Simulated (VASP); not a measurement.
Wanted: the native input for a VASP 6.6.1 run.

```yaml
Task: single point
Functional: revPBE
Potentials_or_basis: VASP PAW PBE potentials, release 64 (Y_sv)
Cutoff: 520 eV
k_mesh: 11 × 11 × 11
Occupations: fermi-dirac, width 0.1 eV
Spin: no spin polarisation
Dipole_correction: no
Further_INCAR_settings: ALGO = Fast; EDIFF = 1e-07; NBANDS = 12
```

The structure of Y lies in POSCAR:

```
Y
1.0
    3.3103231240      0.0000000000      0.0000000000
    0.0000000000      3.3103231240      0.0000000000
    0.0000000000      0.0000000000      3.3103231240
Y
1
Direct
    0.0000000000      0.0000000000      0.0000000000
```

This isn't the form of Y at room conditions, which is hcp.

One way to write it, as run:

INCAR

```
SYSTEM = Y
ALGO = Fast ; EDIFF = 1E-7
ENCUT = 520 ; GGA = RE
ISIF = 2 ; ISMEAR = -1
LASPH = .True. ; LCHARG = .True.
LELF = .True. ; LREAL = .False.
LVHAR = .True. ; LWAVE = .False.
NBANDS = 12 ; NELM = 60
PREC = Accurate ; SIGMA = 0.1
```

KPOINTS

```
k-points
0
Gamma
  11 11 11
  0 0 0
```

Potentials or basis: VASP PAW PBE potentials, release 64 (Y_sv).

Launch:

```sh
$ cat potpaw_PBE.64/Y_sv/POTCAR > POTCAR
$ mpirun -np 1 vasp_std > vasp.out
```

It gave:

The pressure is -0.1 GPa and the band gap on the k mesh is none (metal or under the smearing width).

Caveat: the PAW data sets were made with another functional, which shifts forces and pressure a little.

It took 19 s on 1 thread of Intel(R) Xeon(R) 6975P-C (Granite Rapids) (shared host), peak memory 0.18 GiB.
